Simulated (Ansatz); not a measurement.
# Al: the crystal squeezed far

Aim: compress Al (bcc type) step by step, far beyond the usual range, and follow pressure and electronic structure. Methods of the runs shown: PAW. Its runs: cell relaxed at zero pressure (PAW); volume scaled by 1 (PAW); volume scaled by 0.92 (PAW); volume scaled by 0.84 (PAW); volume scaled by 0.76 (PAW); volume scaled by 0.68 (PAW); volume scaled by 0.6 (PAW and PAW (cutoff 300 eV)); volume scaled by 0.52 (PAW); volume scaled by 0.45 (PAW and PAW (core large)).

Program: Ansatz 0.2.0. Level of theory: DFT LDA, with the methods named in each step. These are calculated values, not measurements.

**1. The structure to begin with**

Symmetry: Im-3m, No. 229, cubic system. The conventional cell has a = 3.161 Å, b = 3.161 Å, c = 3.161 Å, α = 90.00°, β = 90.00°, γ = 90.00°. Al (site symmetry m-3m) has 8 Al at 2.74 Å in its first shell of neighbours.

Structure file:

```
CELL_PARAMETERS angstrom
-1.58073 1.58073 1.58073
1.58073 -1.58073 1.58073
1.58073 1.58073 -1.58073
ATOMIC_POSITIONS crystal
Al 0.00000 0.00000 0.00000
```

Whether this phase is the stable one at these pressures isn't tested.

**2. Cell relaxed at zero pressure, PAW**

File input.yaml:

```yaml
crystal:
  lattice:
    - [-1.5807257788, 1.5807257788, 1.5807257788]
    - [1.5807257788, -1.5807257788, 1.5807257788]
    - [1.5807257788, 1.5807257788, -1.5807257788]
  atoms:
    - { symbol: Al, position: [0.0, 0.0, 0.0] }
kpoints:
  mp_grid: { grid: [19, 19, 19] }
scf:
  occupations: { method: fermi_dirac, width: 0.08 }
hamiltonian:
  xc: lda
  pseudopotentials: { kind: paw }
output:
  forces: true
  stress: true
  write_density: true
  write_potential: true
  elf: true
  volumetric_format: npy
relax:
  f_tol: 0.005
  max_steps: 40
  cell: {}
```

Command:

```bash
> ansatz run input.yaml --threads 1 --pin off --max-ram 2048MiB --backend cpu --events-out ev --progress --plain --runs-dir out
```

After this run come: Volume scaled by 1, PAW; Volume scaled by 0.92, PAW; Volume scaled by 0.84, PAW; Volume scaled by 0.76, PAW; Volume scaled by 0.68, PAW; Volume scaled by 0.6, PAW; Volume scaled by 0.6, PAW (cutoff 300 eV); Volume scaled by 0.52, PAW; Volume scaled by 0.45, PAW; Volume scaled by 0.45, PAW (core large).

**Question.** What will these runs give? Wanted: PAW pressure at 0.45 of the volume; PAW; fitted bulk modulus at zero pressure.

The runs gave:

| quantity | value |
| --- | --- |
| PAW pressure at 0.45 of the volume | 309.0 GPa |
| PAW (core large) pressure at 0.45 of the volume | 309.0 GPa |
| fitted bulk modulus at zero pressure (PAW) | 78 GPa |
| its pressure derivative | 4.00 |

**Reading.** By PAW the pressure climbs to 309 GPa at 0.45 of the first volume. A third-order Birch-Murnaghan curve fits the range only roughly (B₀ = 78 GPa, B′ = 4.00, misfit at most 1.27 GPa). A fit over so wide a range leans to the high pressures, so B₀ can be off by several per cent. No all-electron run checks these rows here, and frozen cores can fail under such compression. The ions are at rest, and the electrons smeared by 0.08 eV.
